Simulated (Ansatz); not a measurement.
**What moves the gap on the k mesh of C?**

```xyz
2
Lattice="0.0000 1.7834 1.7834 1.7834 0.0000 1.7834 1.7834 1.7834 0.0000" Properties=species:S:1:pos:R:3 pbc="T T T"
C     1.7834    1.7834    1.7834
C     2.6751    2.6751    2.6751
```

Atom numbers follow the list: C1, C2.

The cell is COD entry 9008564, as deposited and not checked against the literature; nothing was relaxed.

All numbers below come from DFT, PBE, all-electron LAPW, scalar-relativistic in Ansatz 0.2.0.

Numerical set-up: a Γ-centred 20×20×20 k mesh, Fermi–Dirac smearing of 0.08 eV, basis error target 0.5 meV/atom, no spin polarisation.

Semilocal functionals give too small gaps.

In this reference run the gap on the k mesh is 4.14 eV. Each change below is made alone, on the same k mesh, with fractional coordinates held unless an atom is moved; x, y and z are the Cartesian axes.

(1) Order the changes by the shift of the gap on the k mesh, most negative first.
A. volume scaled by 0.95
B. functional pbesol
C. volume scaled by 1.02
D. volume scaled by 0.975
E. equal xy, yz and zx engineering shear strains of -1 %
F. volume scaled by 0.99

## Answers

(1) B (-0.12 eV), C (-0.04 eV), E (-0.01 eV), F (+0.02 eV), D (+0.06 eV), A (+0.12 eV).
